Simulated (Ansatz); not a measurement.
**Moving the starting magnetic order in Ni**

It takes space group Fm-3m (No. 225, cubic). Conventional cell: a = 3.475 Å, b = 3.475 Å, c = 3.475 Å, α = 90.00°, β = 90.00°, γ = 90.00°. Ni (site symmetry m-3m) is surrounded by 12 Ni at 2.46 Å.

Kept alike: task single point; functional PBE; k mesh 13 × 13 × 13; occupations fermi-dirac, width 0.05 eV. Program: Ansatz, Ansatz PAW, cutoff 420 eV. The mesh is that of the run's cell of 1 atom. No spin-orbit coupling.

| starting magnetic order | largest site moment (μB) | moment of the cell (μB) | free energy over the lowest row (meV/atom) |
| --- | --- | --- | --- |
| fm | 0.67 | 0.63 | 0.00 |
| random | 0.67 | 0.63 | 0.00 |
| spin off | 0.00 | 0.00 | 54.95 |

For a metal such a mesh leaves the last digits unconverged. Moments of the cell are magnitudes, and a label names the start alone. The runs hold the magnetic state that their start led to, which needn't be the lowest. The row without spin has no moments by construction. Site moments count inside each atom's sphere or projector.

What does the starting magnetic order change here?

The largest site moment runs from 0.00 (spin off) to 0.67 μB (fm; random). The moment of the cell runs from 0.00 (spin off) to 0.63 μB (fm; random). The free energy is lowest at fm; random, and 54.95 meV an atom higher at spin off. Starts that end at one energy have found one state: fm; random.
